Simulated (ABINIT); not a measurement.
The system is Ru.

```
CELL_PARAMETERS angstrom
2.70580 0.00000 0.00000
-1.35290 2.34329 0.00000
0.00000 0.00000 4.28190
ATOMIC_POSITIONS crystal
Ru 0.66667 0.33333 0.75000
Ru 0.33333 0.66667 0.25000
```

Base run:

```yaml
Program: ABINIT 10.8.3 (patched build)
Functional: BLYP
Potentials_or_basis: JTH PAW PBE v2.0
Cutoff: 408 eV
k_mesh: 11 × 11 × 6
Occupations: fermi-dirac, width 0.05 eV
Spin: no spin polarisation
```

Its results: band gap on the k mesh none (metal or under the smearing width); pressure 19.2 GPa.

Task: After a change of settings the same cell gave: band gap on the k mesh none (metal or under the smearing width); pressure 5.1 GPa. Which change was it?
A. functional from BLYP to RPBE
B. functional from BLYP to PW91
C. functional from BLYP to LDA-PZ; potentials or basis from JTH PAW PBE v2.0 to JTH PAW LDA v2.0
D. functional from BLYP to WC

Result: B.

PW91 binds more tightly than BLYP, so the same cell stands under less pressure.

Caveats: so large a pressure means that the cell lies far from this level's equilibrium, or that cutoff or potentials fall short (some runs); the potentials were made for another functional, which shifts forces and pressure (some runs); the PAW data sets were made with another functional, which shifts forces and pressure a little (some runs).
